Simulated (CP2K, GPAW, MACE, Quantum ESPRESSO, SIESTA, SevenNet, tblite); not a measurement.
**Random wurtzite alloy of AlN and GaN (72 atoms) in SIESTA**

Aim: run random wurtzite alloy of AlN and GaN (72 atoms) in SIESTA and see how near its forces come to a plane-wave reference, and at what cost.

Program: SIESTA 5.4.2. Level of theory: the method is named at each step. Results are calculated unless marked as measured.

### 1. Set-up

The cell holds 72 atoms: 32 Al, 36 N and 4 Ga. Its edges and angles: a = 9.362 Å, b = 9.362 Å, c = 10.009 Å, α = 90.0°, β = 90.0°, γ = 120.0°. It derives from AlN (wurtzite), repeated 3×3×2. Wurtzite AlN, 3 x 3 x 2 conventional cells, 4 of 36 Al sites given to Ga at random (x = 0.111), lattice by Vegard's rule (a = 3.121 Å, c = 5.005 Å); not relaxed, displaced by a Gaussian of 0.02 Å. Then every atom was moved at random, 0.03 Å r.m.s. a Cartesian component.

The yardstick, on the same geometry:

| Property | Result |
| --- | --- |
| method | Kohn-Sham DFT, PBE, SSSP efficiency 1.3.0 pseudopotentials, plane waves (Quantum ESPRESSO 7.5); sssp-pbe-1.3.0-efficiency, cutoffs 70/560 Ry, Γ point |
| r.m.s. force component | 0.9384 eV/Å |
| longest force | 3.495 eV/Å |
| pressure | 5.472 GPa |
| gap (highest filled to lowest empty level) | 3.711 eV |
| time | 3.2 min on 4 MPI ranks of Arm Neoverse V2, shared host |
| CPU time | 13 min |

### 2. PBE, DZP, shift 0.01 Ry, mesh 500 Ry

Method: Kohn-Sham DFT, PBE, PseudoDojo 0.4.1 norm-conserving pseudopotentials (converted to PSML), numerical atomic orbitals (DZP), diagonalisation.

The .psml files are PseudoDojo norm-conserving potentials that we converted to this format, checked against plane waves on the same files for H, C, O, Si, Ge and Ca alone.

The input, input.fdf:

```
SystemLabel cell
NumberOfAtoms 72
NumberOfSpecies 3
%block ChemicalSpeciesLabel
  1 13 Al
  2 7 N
  3 31 Ga
%endblock ChemicalSpeciesLabel
LatticeConstant 1.0 Ang
%block LatticeVectors
  9.36180 0.00000 0.00000
  -4.68090 8.10756 0.00000
  0.00000 0.00000 10.00920
%endblock LatticeVectors
PAO.BasisSize DZP
PAO.EnergyShift 0.01 Ry
XC.Functional GGA
XC.Authors PBE
MeshCutoff 500 Ry
%block kgrid_Monkhorst_Pack
  1 0 0 0.0
  0 1 0 0.0
  0 0 1 0.0
%endblock kgrid_Monkhorst_Pack
SolutionMethod diagon
OccupationFunction FD
ElectronicTemperature 580 K
SCF.Mixer.Method Pulay
SCF.Mixer.Weight 0.15
SCF.Mixer.History 8
SCF.Mix Hamiltonian
MaxSCFIterations 300
SCF.DM.Tolerance 1e-04
SCF.H.Tolerance 1.0e-3 eV
WriteForces T
Write.HirshfeldPop T
Write.VoronoiPop T
Write.DM F
Write.H F
XML.Write F
AtomicCoordinatesFormat Fractional
%block AtomicCoordinatesAndAtomicSpecies
  1.00000 0.00388 0.00148 1
  0.10571 0.21774 0.05837 2
  0.11484 0.22734 0.25012 1
  0.99752 0.00852 0.30637 2
  0.99939 0.00155 0.50097 1
  0.10611 0.22133 0.55395 2
  0.10951 0.22379 0.75483 1
  0.99925 0.00239 0.81261 2
  0.00288 0.34374 0.00526 1
  0.10531 0.55052 0.05827 2
  0.11062 0.55490 0.24848 1
  0.00159 0.33347 0.30965 2
  0.99997 0.33629 0.49725 3
  0.11286 0.55450 0.56257 2
  0.10970 0.55586 0.74868 1
  0.99994 0.33236 0.80424 2
  0.99546 0.66007 0.00421 1
  0.11231 0.88674 0.05926 2
  0.10693 0.88821 0.25198 1
  0.99548 0.66779 0.30901 2
  0.98791 0.65853 0.50284 1
  0.11239 0.88736 0.56077 2
  0.11625 0.88651 0.74389 1
  0.99455 0.67321 0.80505 2
  0.33307 0.99905 0.00125 1
  0.44411 0.22020 0.05491 2
  0.44998 0.22250 0.24775 1
  0.33099 0.00129 0.31171 2
  0.33154 0.99528 0.49759 1
  0.44940 0.21924 0.55584 2
  0.44524 0.22289 0.75385 1
  0.32525 0.99906 0.81063 2
  0.33744 0.32588 0.00071 1
  0.44973 0.55845 0.05360 2
  0.43920 0.55234 0.24830 1
  0.33735 0.33953 0.31439 2
  0.33714 0.33292 0.50135 1
  0.44708 0.56378 0.55137 2
  0.44237 0.55949 0.75402 1
  0.33500 0.32858 0.80117 2
  0.32934 0.66303 0.99505 1
  0.44184 0.88835 0.06127 2
  0.44675 0.89043 0.24850 1
  0.33670 0.67148 0.30839 2
  0.33484 0.66699 0.50202 1
  0.44119 0.89221 0.56280 2
  0.44761 0.89386 0.75017 3
  0.33581 0.67266 0.80589 2
  0.66984 0.00576 0.00315 3
  0.77556 0.22301 0.05519 2
  0.78450 0.22402 0.24939 1
  0.66716 0.99492 0.31262 2
  0.67010 0.01098 0.50503 1
  0.77138 0.22170 0.56268 2
  0.77825 0.21906 0.75308 1
  0.66931 0.00298 0.80954 2
[... 12 atom lines left out ...]
  0.66879 0.65922 0.49855 1
  0.77576 0.88402 0.55213 2
  0.78061 0.89411 0.74900 1
  0.67046 0.66807 0.81425 2
%endblock AtomicCoordinatesAndAtomicSpecies
```

Started as:

```
OMP_NUM_THREADS=1 mpirun -np 2 siesta < input.fdf > output.txt
```

The program printed:

```text
Version         : 5.4.2
reinit: System Name:
reinit: System Label: cell
initatom: Reading input for the pseudopotentials and atomic orbitals ----------
Species number:   1 Atomic number:   13 Label: Al
Species number:   2 Atomic number:    7 Label: N
Species number:   3 Atomic number:   31 Label: Ga
Ground state valence configuration (from tables):   3s02  3p01  3d00  4f00
Ground state valence configuration (from tables):   2s02  2p03  3d00  4f00
Ground state valence configuration (from tables):   4s02  4p01  4d00  4f00
---- Processing specs for species: Al
GGA--PBE XC_GGA_X_PBE--XC_GGA_C_PBE pb
---- Processing specs for species: N
GGA--PBE XC_GGA_X_PBE--XC_GGA_C_PBE pb
---- Processing specs for species: Ga
GGA--PBE XC_GGA_X_PBE--XC_GGA_C_PBE pb
Semicore shell(s) with 10 electrons included in the valence for Ga
Semicore shell(s): 3d
Fallback to non-perturbative polarization scheme for Ga
Please see the manual if this is not desired in principle
Al pseudopotential only contains V_ls up to l=2 -- lmxkb reset.
N pseudopotential only contains V_ls up to l=1 -- lmxkb reset.
Ga pseudopotential only contains V_ls up to l=2 -- lmxkb reset.
Using PAO.SplitTailNorm
%block ChemicalSpeciesLabel
    1   13 Al                      # Species index, atomic number, species label
    2    7 N                       # Species index, atomic number, species label
    3   31 Ga                      # Species index, atomic number, species label
%endblock ChemicalSpeciesLabel
%block PAO.Basis                 # Define Basis set
Al                    2                    # Species label, number of l-shells
 n=3   0   2                         # n, l, Nzeta
   6.130      4.449
   1.000      1.000
 n=3   1   2 P   1                   # n, l, Nzeta, Polarization, NzetaPol
   7.969      5.883
[...]
N                     2                    # Species label, number of l-shells
 n=2   0   2                         # n, l, Nzeta
[...]
n=2   1   2 P   1                   # n, l, Nzeta, Polarization, NzetaPol
[...]
Ga                    4                    # Species label, number of l-shells
 n=4   0   2                         # n, l, Nzeta
[...]
n=4   1   2                         # n, l, Nzeta
   7.969      5.866
   1.000      1.000
 n=3   2   1                         # n, l, Nzeta
   3.094
   1.000
 n=4   2   1                         # n, l, Nzeta
   7.969
   1.000
%endblock PAO.Basis
coor:   Atomic-coordinates input format  =     Fractional
siesta: System type = bulk
initatomlists: Number of atoms, orbitals, and projectors:     72   956   936
siesta: ******************** Simulation parameters ****************************
Total number of electrons:   328.000000
Total ionic charge:   328.000000
 Kpoints in:            1 . Kpoints trimmed:            1
siesta: k-grid: Number of k-points = 1
siesta: k-points from Monkhorst-Pack grid
siesta: k-cutoff (effective) =     4.681 Ang
siesta: k-point supercell and displacements
siesta: k-grid:     1     0     0      0.000
siesta: k-grid:     0     1     0      0.000
siesta: k-grid:     0     0     1      0.000
                     ====================================
                        Single-point calculation
                     ====================================
outcell: Unit cell vectors (Ang):
        9.361800    0.000000    0.000000
       -4.680900    8.107560    0.000000
        0.000000    0.000000   10.009200
outcell: Cell vector modules (Ang)   :    9.361800    9.361803   10.009200
outcell: Cell angles (23,13,12) (deg):     90.0000     90.0000    120.0000
outcell: Cell volume (Ang**3)        :    759.7118
Gamma-point calculation with interaction between periodic images
Gamma-point calculation with interaction between periodic images
Some features might not work optimally:
Some features might not work optimally:
e.g. DM initialization from atomic data
e.g. DM initialization from atomic data
new_DM -- step:     1
Initializing Density Matrix...
Attempting to read DM from file... Failed...
DM filled with atomic data:
InitMesh: MESH = 120 x 120 x 144 = 2073600
InitMesh: Mesh cutoff (required, used) =   500.000   572.042 Ry
stepf: Fermi-Dirac step function
        iscf     Eharris(eV)        E_KS(eV)     FreeEng(eV)     dDmax    Ef(eV) dHmax(eV)
   scf:    1   -20240.748863   -20495.739687   -20495.739687  1.587167 -5.496769  9.042018
   scf:    2   -20583.501898   -20543.201780   -20543.201780  0.063032 -5.072371  5.363982
   scf:    3   -20581.639240   -20571.232594   -20571.232594  0.099948 -4.515756  1.351243
[...]
scf:   10   -20571.356691   -20571.356682   -20571.356682  0.000231 -4.521580  0.002134
   scf:   11   -20571.356683   -20571.356682   -20571.356682  0.000064 -4.521269  0.000317
SCF Convergence by DM+H criterion
max |DM_out - DM_in|         :     0.0000641738
max |H_out - H_in|      (eV) :     0.0003174405
SCF cycle converged after 11 iterations
Using DM_out to compute the final energy and forces
siesta: E_KS(eV) =           -20571.3567
siesta: E_KS - E_eggbox =    -20571.3567
siesta: Atomic forces (eV/Ang):
     1    0.253825   -1.519048   -0.161502
     2    0.497483    1.959150    0.221509
     3    0.381927   -0.491675    0.204000
[...]
71    0.518996   -0.853207   -0.356099
    72   -1.158779    0.247560   -1.015746
----------------------------------------
   Tot   -0.003673    0.003075   -0.000849
----------------------------------------
   Max    3.134074
   Res    0.966946    sqrt( Sum f_i^2 / 3N )
----------------------------------------
   Max    3.134074    constrained
Stress tensor Voigt[x,y,z,yz,xz,xy] (kbar):      -76.70      -87.76      -53.39        0.77       -4.66       -1.33
(Free)E + p*V (eV/cell)   -20536.9242
Target enthalpy (eV/cell)   -20571.3567
siesta: Program's energy decomposition (eV):
siesta: Ebs     =     -4396.385964
siesta: Eions   =     29875.916371
siesta: Ena     =      5731.003811
siesta: Ekin    =     14754.561196
siesta: Enl     =     -4821.542821
siesta: DEna    =       -73.311237
siesta: DUscf   =        33.692218
siesta: Ex      =     -5851.177931
siesta: Ec      =      -468.665548
siesta: Exc     =     -6319.843479
siesta: Eharris =    -20571.356683
siesta: Etot    =    -20571.356682
siesta: FreeEng =    -20571.356682
siesta: Final energy (eV):
siesta:  Band Struct. =   -4396.385964
siesta:       Kinetic =   14754.561196
siesta:       Hartree =    6537.116289
siesta:         Exch. =   -5851.177931
siesta:         Corr. =    -468.665548
siesta:   Exch.-corr. =   -6319.843479
siesta:  Ion-electron =  -26356.842993
siesta:       Ion-ion =   -9186.347696
siesta:         Total =  -20571.356682
siesta:         Fermi =      -4.521269
siesta: Stress tensor (static) (eV/Ang**3):
siesta:    -0.047872   -0.000830   -0.002909
siesta:    -0.000830   -0.054777    0.000481
siesta:    -0.002909    0.000480   -0.033320
siesta: Cell volume =        759.711845 Ang**3
siesta: Pressure (static):
siesta:                Solid            Molecule  Units
siesta:           0.00049363         -0.00000700  Ry/Bohr**3
siesta:           0.04532310         -0.00064308  eV/Ang**3
siesta:          72.61561571         -1.03033204  kBar
    Orbital volume contribution        =          51.903065 eV
    (Free)E + p_basis*V_orbitals       =      -20519.453618 eV
    (Free)Eharris+ p_basis*V_orbitals  =      -20519.453619 eV
Hirshfeld Atomic Populations:
Atom #   charge [q] valence [e]  Species
     1     0.297456    2.702544  Al
     2    -0.315461    5.315461  N
     3     0.300286    2.699714  Al
     4    -0.327121    5.327121  N
     5     0.296935    2.703065  Al
     6    -0.326734    5.326734  N
[...]
13     0.431287   12.568713  Ga
[...]
47     0.427022   12.572978  Ga
[...]
49     0.418025   12.581975  Ga
[...]
--------------------
 Total     0.000016
Voronoi Atomic Populations:
Atom #   charge [q] valence [e]  Species
[...]
49     0.483851   12.516149  Ga
[...]
67     0.476761   12.523239  Ga
[...]
69     0.388729    2.611271  Al
    70    -0.414201    5.414201  N
    71     0.399286    2.600714  Al
    72    -0.410062    5.410062  N
--------------------
 Total     0.000016
```

It took 5.3 min on 2 MPI ranks of Arm Neoverse V2, shared host; peak memory 2.6 GiB.

Banners, paths, timers and routine set-up lines are dropped from the logs unmarked, and long logs keep their key lines alone; longer cuts are marked.

Numbers from this run, and their distance from the reference:

* r.m.s. force component: 0.9669 eV/Å
* r.m.s. difference of force components: 43.29 meV/Å
* longest difference of force vectors: 170.9 meV/Å
* force difference over r.m.s. force: 4.613 %
* slope of forces against the reference's: 1.03
* correlation of force components: 0.9994
* gap (highest filled to lowest empty level): 3.808 eV
* gap difference: 0.0979 eV
* pressure: 7.261 GPa
* pressure difference: 1.79 GPa

Length of the force difference by element (eV/Å):

```tsv
element	atoms	mean	most
Al	32	0.047	0.091
Ga	4	0.037	0.042
N	36	0.078	0.17
```

Levels nearest the highest filled one (eV from it): -0.80, -0.77, -0.73, -0.71, -0.66, -0.64, -0.57, -0.51, -0.48, -0.21, -0.14, 0.00, 3.81, 4.71, 4.79, 5.18, 5.27, 5.32, 5.40, 5.47, 5.54, 5.57, 5.66, 5.69.

A closer look about Al9, which bears the longest force: 9 atoms, nearest first, numbered in the order of the input, with positions taken from that point.

```tsv
atom	x	y	z	distance (Å)	bonds	Hirshfeld charge (e)	Fx	Fy	Fz (eV/Å)
Al9	0.00	0.00	0.00	0.00	4	0.31	0.50	-3.13	-1.66
N10	-0.01	1.68	0.53	1.76	4	-0.31	0.57	1.71	0.44
N50	-1.56	-0.98	0.50	1.91	4	-0.32	0.44	2.34	1.10
N2	1.55	-1.02	0.53	1.93	4	-0.32	0.50	1.96	0.22
N16	0.03	-0.09	-2.01	2.01	4	-0.32	-0.39	0.96	1.45
Al11	0.02	1.71	2.43	2.98	4	0.32	0.02	0.86	0.94
Al17	-1.55	2.56	-0.01	3.00	4	0.33	-0.75	1.64	-1.06
Al51	-1.48	-0.97	2.44	3.02	4	0.30	-0.90	-1.14	0.24
Al41	1.56	2.59	-0.10	3.02	4	0.32	0.51	0.82	0.75
```

Forces lie 4.6 % from the reference's, at 0.83 times its CPU time (on 2 against 4 cores).

### 3. Summary of results

* force difference from the reference: SIESTA PBE, DZP, shift 0.01 Ry, mesh 500 Ry, 4.6 %
* its CPU time: 11 min

The PBE run in local orbitals differs by 4.6 % (SIESTA PBE, DZP, shift 0.01 Ry, mesh 500 Ry); basis, grid and potentials can all enter. At the same functional, the gap of SIESTA PBE, DZP, shift 0.01 Ry, mesh 500 Ry lies 0.10 eV above the reference's 3.71 eV. These are spacings on the run's k-points, which needn't hold the band edges. In pressure, SIESTA PBE, DZP, shift 0.01 Ry, mesh 500 Ry misses by +1.8 GPa, at the same functional. The reference's pressure holds the uncorrected Pulay stress of its 70 Ry basis, so small pressure differences, and their order, may be the reference's own error. The reference's stress is far from hydrostatic: its diagonal is 5.9, 6.9, 3.6 GPa, compression counted positive. The host structure and its lattice constant were typed by rule, without a check against the phase diagram. The reference's pressure of 5.5 GPa belongs to a cell and atoms that aren't relaxed at this level. The electronic-structure runs sample only Γ, in a cell whose shortest periodic width is 8 Å.

[Also dropped from logs without a mark: logging warnings of Python, and SIESTA's first energy breakdown and zero terms.]

[Logs are printed without paths, hosts, clocks, repeated set-up lines and the standing remarks that a program may print on its own settings, such as how far it seeks lower states.]

[Hosts, paths, dates, database ids (printed as entryN), source tags and the programs' standing remarks are cut or masked in the printed files.]
